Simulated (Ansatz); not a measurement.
# A series in volume per atom on CaO

Density functional stress and forces at fixed atoms, pressure and stress positive in compression, spin-unpolarised plane waves. The results are calculated, by Ansatz 0.2.0.

Cell of the first row (space group Fm-3m, No. 225):
```
CELL_PARAMETERS angstrom
0.00000 2.27770 2.27770
2.27770 0.00000 2.27770
2.27770 2.27770 0.00000
ATOMIC_POSITIONS crystal
Ca 0.00000 0.00000 0.00000
O 0.50000 0.50000 0.50000
```

Settings of every row: periodic directions 3; functional HSE06; spin orbit no; potentials PAW; wave cutoff 420 eV; k mesh 6x6x6; smearing width 0 eV.

Limits: stress loosely converged.

```csv
row,volume per atom (Å³),pressure (GPa)
1,11.816,25
2,12.578,13.1
3,12.86,?
4,13.372,3.9
5,13.782,0.2
6,14.077,-2.1
7,14.271,-3.5
8,15.06,-8.2
9,15.503,-10.3
10,15.588,-10.7
11,16.128,-12.7
```

Question: what pressure should row 3 give?

Worked fit of pressure. Take u = (V_r/V)^(2/3) − 1 with V_r = 14.174 Å³ an atom, which is twice the finite (Eulerian) strain; such expansions in the strain, on which the Birch-Murnaghan equation of state is built, carry the rest volume and the bulk modulus. The shown rows have u = 0.12897, 0.0829, 0.03959, 0.01887, 0.00459, -0.00454, -0.03962, -0.058, -0.06143, -0.0825. Least squares give pressure = −2.82 + 152.85 × u + 435 × u² + 412 × u³ GPa; a parabola predicts inner rows, each left out in turn, worse (root mean square 0.1 against 0.036 GPa). All shown rows lie on it to the printed digit. The pressure vanishes at u = 0.0176, or V = 13.81 Å³ an atom, and there the bulk modulus with atoms relaxed is B = −V dP/dV = (2/3)(1 + u) dP/du = 114 GPa. The withheld row has u = 0.06701, so the fit gives −2.82 + 152.85 × (0.06701) + 435 × (0.06701)² + 412 × (0.06701)³ = 9.5 GPa.

The calculation gave 9.5 GPa. The fit meets it to the printed digit.
